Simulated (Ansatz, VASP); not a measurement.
**La in VASP and in Ansatz**

```
La
1.0
    -2.10812    2.10812    2.10812
     2.10812   -2.10812    2.10812
     2.10812    2.10812   -2.10812
La
1
Cartesian
  0.0000 0.0000 0.0000
```

Alike in both runs: task single point; functional PBE; k mesh 14 × 14 × 14; occupations gaussian, width 0.05 eV; no spin polarisation.

```csv
,VASP,Ansatz
version,VASP 6.6.1,Ansatz 0.2.0
potentials or method,"VASP PAW PBE potentials, release 64 (La)","scalar-relativistic, plane waves, PAW"
plane-wave cutoff (eV),520,600
valence electrons in the cell,11,11
```

```tsv
	VASP	Ansatz	Ansatz less VASP
gap on the k mesh at the Fermi level (eV)	none	none	-
pressure (GPa)	0.1	0.1	-0.02
```

A gap of «none» marks a metal or a gap that the smearing closes.

Spin-orbit coupling is left out, which matters for the levels of La.
